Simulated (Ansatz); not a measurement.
# Choice of functional: Cr

```
CELL_PARAMETERS angstrom
-1.44195 1.44195 1.44195
1.44195 -1.44195 1.44195
1.44195 1.44195 -1.44195
ATOMIC_POSITIONS crystal
Cr 0.00000 0.00000 0.00000
```

The cell comes from COD entry 5000220, which wasn't checked; take it as a given geometry.

One fixed cell is solved with several functionals by PAW with the default files in Ansatz 0.2.0, scalar-relativistically. A positive pressure means that the functional wants a larger cell.

The PAW files were made with PBE; their cores are remade for each functional.

Numerical set-up: a Γ-centred 16×16×16 k mesh, Fermi–Dirac smearing of 0.03 eV, cutoff 420 eV, spin-polarised from start moments Cr 3 μB (the moments died away, and the run ended non-magnetic).

Cutoffs: PBE 420 eV, LDA 420 eV, PBEsol 420 eV, r²SCAN 500 eV.

| setting | P (GPa) | lowest spin-up level at Γ above −25 eV, from the valence-band top or, without a gap, the Fermi level (eV) |
| --- | --- | --- |
| PBE | -8.94 | -7.73 |
| LDA | -24.51 | -7.65 |
| PBEsol | ? | -7.75 |
| r²SCAN | ? | -8.26 |

(1) Fill in "P (GPa)" for the row "r²SCAN".

(2) Give the missing entry: row "PBEsol", column "P (GPa)".

Results:

(1) -14.20.

(2) -17.69.
